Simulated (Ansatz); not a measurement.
All numbers below come from Ansatz 0.2.0, DFT PBE, scalar-relativistic, plane waves, PAW. All cells share a 420 eV cutoff and Γ-centred k meshes spaced at most about 0.3 Å⁻¹ (about 0.25 or finer for metals, 2π included). No spin polarisation.

Formation energies are uncorrected and refer to the elements' standard structures at the same level. The references include grey tin.

These are static total energies at zero pressure. The comparison covers the computed candidates alone. The reference form of Se is held partly by dispersion forces, which this level lacks.

A search for Sn4Se3 gave 5 distinct relaxed structures. Coordination counts Se atoms around Sn (those within 1.25 times the shortest such distance or 1.15 times the sum of covalent radii, 1.27 where that leaves under three; a slash parts the counts of unlike sites). Cells relaxed within their symmetry can be saddle points.

Task: Which structure of Sn4Se3 came out lowest?

Result: The one with space group P4/nmm (No. 129), reached from: a cell proposed by chemical analogy. It has a = 4.285 Å, c = 21.760 Å, 28.5 Å³/atom, no gap on the mesh. Around Sn on a site of symmetry -4m2 lie 4 Sn at 3.03 Å; Sn on a site of symmetry 4mm is surrounded by 1 Se at 2.81 Å, 4 Se at 3.03 Å and 1 Se at 3.35 Å; Sn on a second site of symmetry 4mm has 1 Se at 2.84 Å, 4 Se at 3.03 Å and 1 Se at 3.36 Å; Se on its first site has 1 Sn at 2.84 Å, 4 Sn at 3.03 Å and 1 Sn at 3.35 Å; 3 more sites not described. Its energy over the elements is −0.30 eV/atom. It lies below the elements, which doesn't yet make it stable against other compounds or structures. An observed structure of this formula, if there is one, may be missing.

```
Sn Se
1.0
     4.28547    0.00000    0.00000
     0.00000    4.28547    0.00000
     0.00000    0.00000   21.76021
Sn Se
8 6
Direct
  0.50000 0.50000 0.00000
  0.00000 0.00000 0.00000
  0.50000 0.00000 0.28179
  0.50000 0.00000 0.56593
  0.50000 0.00000 0.85104
  0.00000 0.50000 0.14896
  0.00000 0.50000 0.43407
  0.00000 0.50000 0.71821
  0.50000 0.00000 0.43558
  0.50000 0.00000 0.15261
  0.50000 0.00000 0.72019
  0.00000 0.50000 0.27981
  0.00000 0.50000 0.56442
  0.00000 0.50000 0.84739
```

Task: How much higher is the Pm-3m structure with 30.6 Å³/atom and coordination Sn 4/6 (reached from: a cell proposed by chemical analogy)?

Result: 115 meV/atom. It has no gap on its mesh.

Task: How much higher is the R-3m structure with 27.6 Å³/atom and coordination Sn 3/6 (reached from: a cell proposed by chemical analogy)?

Result: 47 meV/atom. It has no gap on its mesh.

Some candidate types were left out of the draw beforehand, so a known form may be missing.
